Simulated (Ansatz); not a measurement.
# HfO2, the end x = 0 of the tetragonal HfO2 with Si on Hf sites line (96 atoms): geometry optimisation, part 3 of 3

How does HfO2, the end x = 0 of the tetragonal HfO2 with Si on Hf sites line (96 atoms) relax, and what do bonds, charges and levels look like afterwards?

Ansatz 0.2.0; Kohn-Sham DFT, PBE, PAW (set soft_2), plane waves.

The cell: 32 Hf and 64 O. The host structure and its lattice constant were typed by rule, without a check against the phase diagram. No spin–orbit coupling is included.

So far. Step 6 (K-mesh 3×3×2): Forces differ from those of the single point at the relaxed geometry by 0.025 meV/Å r.m.s. Step 7 (Coarser k-mesh (Γ alone)): Forces differ from those of the single point at the relaxed geometry by 24 meV/Å r.m.s.; the energy by +7.3 meV/atom, the pressure by +0.13 GPa and the gap by -0.0094 eV.

**8. Functional HSE06**

HSE06 mixes in a quarter of exact exchange at short range, which counters self-interaction, at a higher cost.

This step: Kohn-Sham DFT, HSE06, PAW (set soft_2), plane waves (Ansatz 0.2.0).

input.yaml

```yaml
crystal:
  lattice:
    - [10.19486, 6.0e-05, 0.00452]
    - [6.0e-05, 10.19488, 0.0013]
    - [0.00466, 0.00134, 10.5289]
  atoms:
    [... the 96 atom lines of step 5 ...]
kpoints:
  mp_grid: { grid: [1, 1, 1] }
hamiltonian:
  xc: hse06
scf:
  occupations: { method: fermi_dirac, width: 0.025 }
output:
  forces: true
  stress: true
  populations: true
  dos:
    method: { smearing: { sigma: 0.08 } }
    de: 0.05
    projected: { site_lists: { Hf: [Hf], O: [O] } }
  eigenvalues: true
```

Started as:

```
$ ansatz run input.yaml --threads 5 --pin off --max-ram 76800MiB --backend cuda --events-out ev --progress --plain --runs-dir out
```

Numbers of over 12 decimals in the logs are rounded to 6 here.

The log of the run:

```text
Warning: output.stress: scf.convergence.dr2_threshold = 1e-7 eV (the SCF's general default) is looser than the 1.6e-9 eV advised for a printed stress (1e-10 eV for each atom of the cell: 96, of which 16 are counted). What an SCF threshold leaves in a stress goes as its square root, and in the free energy as the threshold itself, and one threshold admits the most on a small cell: [...]
Warning: output.stress: scf.exx.energy_threshold = 1e-6 eV is looser than the 1.6e-7 eV advised for a stress under a hybrid functional (1e-8 eV for each atom of the cell: 96, of which 16 are counted). Every SCF of the exchange loop can meet its threshold on dr2 while the loop round them stops early: [...]
exact exchange: scf.exx.singularity resolves to wigner_seitz, which cuts the screened interaction at the faces of the exchange supercell's Wigner-Seitz cell, so that each pair interacts once, at the shortest of its separations (the periodic images that this leaves out come, [...]
[...]
GPU FFT provider: cuFFT
GPU libraries: cuBLAS 13.8.2, cuFFT 12.4.0, cuSOLVER 12.3.4
Crystal: 96 atoms, lattice volume = 1094.325 Å³
Basis set: ecut = 420 eV, 21375 PW (Γ), exchange–correlation on 144×144×144 points (8 copies of the dense FFT grid, shifted against one another)
Bands: 730, of which v1, the nominal top of the filled ones, is band 608 counted from 1 (607 counted from 0)
Symmetry: 1 space group operations
[...]
k-points: 1
[...]
GPU buffer pool allocated for 373248 grid points (all kernels)
[...]
SCF iter   1: F=—  HF=-539568.019262 eV  |F-HF|=—  |Δ(HF+E_count)|=         —  Δρ=2.98e-3  dr2=2.77e-2  ethr=1.77e-3  ⟨swp⟩=7.0  Hψ=2864  notcnv=0
[...]
SCF iter   3: F=-539568.063728 eV  HF=-539568.062825 eV  |F-HF|=9.03e-4  |Δ(HF+E_count)|=   4.57e-3  Δρ=5.41e-4  dr2=8.20e-4  ethr=4.44e-7  ⟨swp⟩=20.0  Hψ=1829  notcnv=1  defer=2
SCF 1 stopped early in 3 iterations: F = -539568.063728 eV  dr2 = 8.20e-4
[...]
GPU FFT provider: cuFFT
GPU libraries: cuBLAS 13.8.2, cuFFT 12.4.0, cuSOLVER 12.3.4
[...]
GPU buffer pool allocated for 373248 grid points (all kernels)
[...]
Exchange kernel: α = 0.2500, screened, ω = 0.2079 Å⁻¹, Wigner–Seitz truncation, v(0) = 919.8885 eV·Å³, q-mesh 1×1×1, nearest image of the exchange supercell L = 10.19 Å, pair-density grid 54×54×54, without the augmentation charges, whose exchange is taken in its separable form (sized by the pseudopotential files, [...]
Frozen-core exchange: fock
SCF iter   1: F=—  HF=-539574.700725 eV  |F-HF|=—  |Δ(HF+E_count)|=         —  Δρ=1.11e-2  dr2=1.50e0  ethr=6.74e-7  ⟨swp⟩=6.0  Hψ=4457  notcnv=0  reapply=1
[...]
SCF iter   7: F=—  HF=-539573.443120 eV  |F-HF|=—  |Δ(HF+E_count)|=   7.50e-3  Δρ=1.93e-4  dr2=5.04e-4  ethr=7.10e-9  ⟨swp⟩=6.0  Hψ=2676  notcnv=0
SCF iter   8: F=-539573.442913 eV  HF=-539573.442942 eV  |F-HF|=2.91e-5  |Δ(HF+E_count)|=   1.78e-4  Δρ=4.37e-5  dr2=4.10e-5  ethr=7.10e-9  ⟨swp⟩=5.0  Hψ=2089  notcnv=0
SCF 2 stopped early in 8 iterations: F = -539573.442913 eV  dr2 = 4.10e-5
  Residual-converged pass: ⟨swp⟩=4.0  Hψ=1998  notcnv=0  max |occ|·‖R‖ = 5.8e-6 eV (tolerance 6.7e-6 eV)  dr2=4.15e-5  dr2_onsite=1.70e-6  max |Δocc| = 0.0e0
[...]
hybrid outer 1: dexx = +6.331e-1 eV, tail = 1.63e-2 eV
GPU FFT provider: cuFFT
GPU libraries: cuBLAS 13.8.2, cuFFT 12.4.0, cuSOLVER 12.3.4
GPU buffer pool allocated for 373248 grid points (all kernels)
[...]
Frozen-core exchange: fock
SCF iter   1: F=—  HF=-539573.411337 eV  |F-HF|=—  |Δ(HF+E_count)|=         —  Δρ=1.33e-4  dr2=1.12e-4  ethr=6.70e-6  ⟨swp⟩=10.0  Hψ=1479  notcnv=0
[...]
SCF iter   8: F=—  HF=-539573.411503 eV  |F-HF|=—  |Δ(HF+E_count)|=   1.25e-7  Δρ=1.12e-6  dr2=1.05e-8  ethr=8.19e-12 (applied; sched 1.00e-12)  ⟨swp⟩=10.0  Hψ=1555  notcnv=0
SCF iter   9: F=-539573.411503 eV  HF=-539573.411503 eV  |F-HF|=5.82e-10  |Δ(HF+E_count)|=   3.03e-9  Δρ=2.72e-7  dr2=9.46e-10  ethr=1.48e-11 (applied; sched 1.00e-12)  ⟨swp⟩=2.0  Hψ=1342  notcnv=0
SCF 3 converged in 9 iterations: F = -539573.411503 eV  dr2 = 9.46e-10
[...]
hybrid outer 2: dexx = +7.329e-5 eV, tail = 1.67e-6 eV, Δε = 8.27e-3 eV (about 2.02e-4 eV left of the loop's levels), ΔF = 7.99e-3 eV/Å (tail 1.67e-3)
GPU FFT provider: cuFFT
GPU libraries: cuBLAS 13.8.2, cuFFT 12.4.0, cuSOLVER 12.3.4
GPU buffer pool allocated for 373248 grid points (all kernels)
[...]
Frozen-core exchange: fock
SCF iter   1: F=—  HF=-539573.411494 eV  |F-HF|=—  |Δ(HF+E_count)|=         —  Δρ=4.11e-6  dr2=1.41e-7  ethr=6.86e-10  ⟨swp⟩=20.0  Hψ=2759  notcnv=2  reapply=1
[...]
SCF iter   3: F=-539573.411494 eV  HF=-539573.411494 eV  |F-HF|=3.03e-9  |Δ(HF+E_count)|=   5.12e-8  Δρ=4.99e-7  dr2=2.73e-9  ethr=8.08e-12 (applied; sched 1.00e-12)  ⟨swp⟩=11.0  Hψ=1430  notcnv=0
SCF 4 converged in 3 iterations: F = -539573.411494 eV  dr2 = 2.73e-9
[...]
hybrid SCF converged: 3 outer / 20 inner (+3 warm-up), last move |dexx| = 5.67e-8 eV, tail = 1.48e-8 eV
Stability not checked: this state was not tested for a lower state beside it, because the functional holds exact exchange (a hybrid, or Hartree-Fock), whose exchange loop this test does not read (fock_operator; see scf.lower_state_search)
Free energy (F): -539573.411494 eV
Frozen-core exchange: fock
[...]
Internal energy: -539573.411494 eV  (E = F + TS)
E sigma→0 (E₀):  -539573.411494 eV
Fermi energy:    16.461401 eV
[...]
Σ components = -539573.411494   (vs F -539573.411494, Δ=0.00e0)
--- Forces (eV/Å), atoms counted from 1 ---
  atom   1  Hf    -0.00023765    -0.00122906     0.00009053
  atom   2  Hf     0.00015735    -0.00074521     0.00036713
  atom   3  O     -0.00166149    -0.00176860     0.08638773
  atom   4  O     -0.00234714     0.00287132     0.08626679
[...]
atom  96  O     -0.00281314     0.00411995    -0.08593399
  max |Σ_I F_I| component: 4.96e-6 eV/Å
--- Stress (GPa, compression-positive) ---
       -5.983706       0.000022       0.003795
        0.000022      -5.984354       0.001178
        0.003795       0.001178      -5.396337
  P = ⅓ Tr σ = -5.7881 GPa (-57.881 kbar)
--- Band table (eV) ---
[...]
--- Löwdin populations: 96 sites ---
  site symbol       q [e]
     0     Hf     24.4003
     1     Hf     24.4004
     2      O      6.7459
[...]
95      O      6.7460
  spilling = 0.002832 (of n_electrons = 1216.000000)
```

Elapsed: 73 s, on 1 × NVIDIA H100 80GB HBM3 with 5 threads of AMD EPYC 7R13 (Zen 3), shared host; peak memory 5.3 GiB.

That memory is the host's; the program planned up to 5.8 GiB on the GPU.

The program notes that the exchange threshold is loose for the stress and the SCF threshold is loose for the stress.

Geometry and reference: those of the coarser k-mesh.

Forces differ from the reference by 17 meV/Å r.m.s.; the pressure by -5.9 GPa and the gap by +1.6 eV.

Numbers from this run:

* free energy: -539573.4115 eV
* free energy per atom: -5620.5564 eV/atom
* SCF cycles: 23
* pressure: -5.788 GPa
* r.m.s. force component: 0.04109 eV/Å
* longest force: 0.08865 eV/Å
* Fermi energy: 16.46 eV
* gap (highest filled to lowest empty level): 6.306 eV
* spilling of the projection: 0.002832

Length of the force by element:

```
element  coordination  atoms  mean length of the force (eV/Å)  spread   least    most
     Hf           all     32                           0.0015  5.0e-4  5.0e-4  0.0027
      O           all     64                           0.0872  7.0e-4  0.0849  0.0887
```

Löwdin charges by element (they lack the spilled electrons, 0.036 e an atom on average):

```csv
element,coordination,atoms,mean charge (e),spread,least,most
Hf,all,32,1.60,1.0e-4,1.60,1.60
O,all,64,-0.746,1.0e-4,-0.746,-0.746
```

States in the cell by windows of 1 eV, zero at the Fermi level; the larger projections on atomic orbitals stand beside the total:

```csv
from (eV),to (eV),total,O p,Hf d
-10,-9,2.6,1.7,0.6
-9,-8,13.3,9.6,2.4
-8,-7,86.7,63.4,20.0
-7,-6,59.9,46.4,8.9
-6,-5,85.4,73.2,8.5
-5,-4,62.4,54.5,5.7
-4,-3,73.7,68.5,3.6
-3,3,0.0,0.0,0.0
3,4,37.6,1.8,33.9
4,5,92.3,11.3,75.7
```

Between -26 and -10 eV lie 576 more states.

The stored curve holds about 960 of the 1216 electrons; the rest, give or take the few that broadening carries across the Fermi level, lie in deeper levels below its range.

The levels nearest the highest filled one (over half full), pooled over k-points and spins:

```
level less the highest filled one (eV)  occupation
                               -0.0743           2
                               -0.0743           2
                               -0.0713           2
                               -0.0712           2
                               -2.0e-4           2
                                     0           2
                                  6.31           0
                                  6.36           0
                                  6.71           0
                                  6.71           0
                                  6.71           0
                                  6.71           0
```

**9. Functional r2SCAN (500 eV)**

The meta-GGA r2SCAN uses the kinetic energy density as well as the density and its gradient. Besides, the cutoff goes from 420 to 500 eV.

This step: Kohn-Sham DFT, r2SCAN, PAW (set soft_2), plane waves (Ansatz 0.2.0).

Edit input.yaml of step 8 so:

```diff
@@ -8,5 +8,5 @@
 kpoints:
-  mp_grid: { grid: [1, 1, 1] }
+  mp_grid: { grid: [2, 2, 2] }
 hamiltonian:
-  xc: hse06
+  xc: r2scan
 scf:
```

The log of the run:

```text
[...]
GPU FFT provider: cuFFT
GPU libraries: cuBLAS 13.8.2, cuFFT 12.4.0, cuSOLVER 12.3.4
Crystal: 96 atoms, lattice volume = 1094.325 Å³
Basis set: ecut = 500 eV, 27825 PW (Γ), exchange–correlation on 300×300×320 points (64 copies of the dense FFT grid, shifted against one another)
Bands: 730, of which v1, the nominal top of the filled ones, is band 608 counted from 1 (607 counted from 0)
Symmetry: 1 space group operations
[...]
k-points: 8
[...]
GPU buffer pool allocated for 450000 grid points (all kernels)
[...]
SCF iter   1: F=—  HF=-540039.146175 eV  |F-HF|=—  |Δ(HF+E_count)|=         —  Δρ=1.05e-2  dr2=1.01e0  dr2_τ=6.64e0  ethr=1.77e-3  ⟨swp⟩=5.9  Hψ=18015  notcnv=0  defer=318
[...]
SCF iter   8: F=—  HF=-540040.777625 eV  |F-HF|=—  |Δ(HF+E_count)|=   3.23e-7  Δρ=3.68e-6  dr2=1.35e-7  dr2_τ=2.55e-8  ethr=8.22e-12  ⟨swp⟩=10.9  Hψ=27512  notcnv=0
SCF iter   9: F=-540040.777624 eV  HF=-540040.777624 eV  |F-HF|=4.19e-9  |Δ(HF+E_count)|=   2.17e-7  Δρ=1.24e-6  dr2=1.38e-8  dr2_τ=2.21e-9  ethr=8.22e-12  ⟨swp⟩=4.4  Hψ=20044  notcnv=0
SCF 1 converged in 9 iterations: F = -540040.777624 eV  dr2 = 1.38e-8
[...]
SCF converged after 9 iterations
Free energy (F): -540040.777624 eV
[...]
Internal energy: -540040.777624 eV  (E = F + TS)
E sigma→0 (E₀):  -540040.777624 eV
Fermi energy:    16.583198 eV
[...]
Σ components = -540040.777624   (vs F -540040.777624, Δ=0.00e0)
--- Forces (eV/Å), atoms counted from 1 ---
  atom   1  Hf     0.00006054    -0.00127838     0.00030892
  atom   2  Hf     0.00017658    -0.00093599     0.00034597
  atom   3  O     -0.00127816    -0.00070771     0.07982195
  atom   4  O     -0.00184145     0.00220318     0.07992194
[...]
atom  96  O     -0.00183138     0.00190820    -0.07955566
  max |Σ_I F_I| component: 3.16e-4 eV/Å
--- Stress (GPa, compression-positive) ---
       -5.934860       0.000053       0.000113
        0.000053      -5.935550       0.000082
        0.000113       0.000082      -5.595374
  P = ⅓ Tr σ = -5.8219 GPa (-58.219 kbar)
--- Band table (eV; the first three rows and the last of 8) ---
[...]
--- Löwdin populations: 96 sites ---
  site symbol       q [e]
     0     Hf     24.4617
     1     Hf     24.4618
     2      O      6.7198
[...]
95      O      6.7198
  spilling = 0.002594 (of n_electrons = 1216.000000)
```

Wall time 14 s (1 × NVIDIA H100 80GB HBM3 with 5 threads); peak memory 3.2 GiB; 25 s of CPU time.

That memory is the host's; the program planned up to 22.9 GiB on the GPU.

Geometry and reference: those of the single point at the relaxed geometry.

Forces differ from those of the single point at the relaxed geometry by 38 meV/Å r.m.s.; the pressure by -5.8 GPa and the gap by +0.53 eV.

**10. Functional PBEsol**

PBEsol restores the gradient expansion of exchange for slowly varying densities and usually gives shorter bonds in solids than PBE.

This step: Kohn-Sham DFT, PBEsol, PAW (set soft_2), plane waves (Ansatz 0.2.0).

Edit input.yaml of step 9 so:

```diff
@@ -10,3 +10,3 @@
 hamiltonian:
-  xc: r2scan
+  xc: pbesol
 scf:
```

The log of the run:

```text
[...]
GPU FFT provider: cuFFT
GPU libraries: cuBLAS 13.8.2, cuFFT 12.4.0, cuSOLVER 12.3.4
Crystal: 96 atoms, lattice volume = 1094.325 Å³
Basis set: ecut = 420 eV, 21375 PW (Γ), exchange–correlation on 144×144×144 points (8 copies of the dense FFT grid, shifted against one another)
Bands: 730, of which v1, the nominal top of the filled ones, is band 608 counted from 1 (607 counted from 0)
Symmetry: 1 space group operations
[...]
k-points: 8
[...]
GPU buffer pool allocated for 373248 grid points (all kernels)
[...]
SCF iter   1: F=—  HF=-535204.639274 eV  |F-HF|=—  |Δ(HF+E_count)|=         —  Δρ=1.86e-2  dr2=3.11e0  ethr=1.77e-3  ⟨swp⟩=5.6  Hψ=18270  notcnv=0  defer=259
[...]
SCF iter   9: F=—  HF=-535203.871408 eV  |F-HF|=—  |Δ(HF+E_count)|=   7.50e-8  Δρ=3.77e-6  dr2=1.22e-7  ethr=8.22e-12  ⟨swp⟩=4.4  Hψ=18513  notcnv=0
SCF iter  10: F=-535203.871408 eV  HF=-535203.871408 eV  |F-HF|=3.49e-10  |Δ(HF+E_count)|=   3.00e-8  Δρ=4.42e-7  dr2=1.24e-9  ethr=8.22e-12  ⟨swp⟩=2.2  Hψ=18486  notcnv=0
SCF 1 converged in 10 iterations: F = -535203.871408 eV  dr2 = 1.24e-9
[...]
SCF converged after 10 iterations
Free energy (F): -535203.871408 eV
[...]
Internal energy: -535203.871408 eV  (E = F + TS)
E sigma→0 (E₀):  -535203.871408 eV
Fermi energy:    16.489784 eV
[...]
Σ components = -535203.871408   (vs F -535203.871408, Δ=0.00e0)
--- Forces (eV/Å), atoms counted from 1 ---
  atom   1  Hf     0.00068483    -0.00210108     0.00053330
  atom   2  Hf    -0.00137029    -0.00063303     0.00037139
  atom   3  O     -0.00184210    -0.00053059     0.04897507
  atom   4  O     -0.00188564     0.00235340     0.04917197
[...]
atom  96  O     -0.00268525     0.00180380    -0.04879935
  max |Σ_I F_I| component: 8.27e-6 eV/Å
--- Stress (GPa, compression-positive) ---
       -7.558123       0.000006       0.001774
        0.000006      -7.558853       0.000637
        0.001774       0.000637      -7.338113
  P = ⅓ Tr σ = -7.4850 GPa (-74.850 kbar)
--- Band table (eV; the first three rows and the last of 8) ---
[...]
--- Löwdin populations: 96 sites ---
  site symbol       q [e]
     0     Hf     24.5904
     1     Hf     24.5905
     2      O      6.6560
[...]
95      O      6.6560
  spilling = 0.002564 (of n_electrons = 1216.000000)
```

It took 8.5 s on 1 × NVIDIA H100 80GB HBM3 with 5 threads; peak memory 2.7 GiB.

That memory is the host's; the program planned up to 20.8 GiB on the GPU.

Geometry and reference: those of the single point at the relaxed geometry.

Forces differ from those of the single point at the relaxed geometry by 23 meV/Å r.m.s.; the pressure by -7.5 GPa and the gap by -0.12 eV.

**11. What each setting buys**

Each row is set against the single point at the relaxed geometry (Kohn-Sham DFT, PBE, PAW (set soft_2), plane waves; r.m.s. force component 7.2e-4 eV/Å). Energies are set beside the reference only for runs with its functional, potentials and electron count. Times are for 1 × NVIDIA H100 80GB HBM3 with 5 threads of AMD EPYC 7R13 (Zen 3), shared host. The reference's time includes grids, which some other runs skip.

```
                       run  Δ force, r.m.s. (meV/Å)  Δ energy (meV/atom)  Δ pressure (GPa)  Δ gap (eV)  cycles   time  host memory (GiB)  planned on the GPU (GiB)
                 reference                        -                    -                 -           -       8   12 s                2.7                        21
              k-mesh 3×3×2                    0.025              -0.0272           -2.0e-4      1.0e-4       8   14 s                2.8                        32
  coarser k-mesh (Γ alone)                     24.2                 7.27             0.131     -0.0094       8  3.9 s                1.2                       4.6
functional r2SCAN (500 eV)                     38.0                    -             -5.82       0.535       9   14 s                3.2                        23
         functional PBEsol                     23.5                    -             -7.49      -0.120      10  8.5 s                2.7                        21
```

**12. Summary of results**

```json
{
 "energy change in the relaxation": "-10.2 meV/atom",
 "r.m.s. displacement": "0.045 Å",
 "largest displacement": "0.086 Å",
 "free energy per atom": "-5620.5066 eV/atom",
 "density": "10.22 g/cm³",
 "pressure": "0.001741 GPa",
 "r.m.s. force component": "0.00072 eV/Å",
 "gap (highest filled to lowest empty level)": "4.671 eV",
 "wall time of the 8 DFT runs": "2.7 min"
}
```

**Reading.** Relaxation lowers the energy by 10.2 meV/atom and moves atoms by 0.045 Å r.m.s.; the r.m.s. force component goes from 0.37 to 7.2e-4 eV/Å. Displacements are taken in the final cell, so they leave out its strain. By the final cutoffs no bond was broken or made. The cell grew by 1.5 % in volume. First to last step the energy falls by 0.979 eV, across changes of basis; the largest move, 0.09 Å, is that of O23, with 1 other atom within 2 % of it. The O-Hf bonds go from 2.231 Å (spread 0.154) to 2.245 Å (spread 0.175). Counting bonds as in the table, all Hf atoms have 8 and all O atoms have 4 bonded neighbours. Between filled and empty levels lie 4.67 eV (on the run's k-points); a semilocal functional tends to put such gaps too low.

Among the changes of functional, dispersion, potentials or spin set against this reference, functional r2SCAN (500 eV) moves the forces most, by 38 meV/Å r.m.s.

[Logs are printed without paths, hosts, clocks, repeated set-up lines and the standing remarks that a program may print on its own settings, such as how far it seeks lower states.]

[Hosts, paths, dates, database ids (printed as entryN), source tags and the programs' standing remarks are cut or masked in the printed files.]
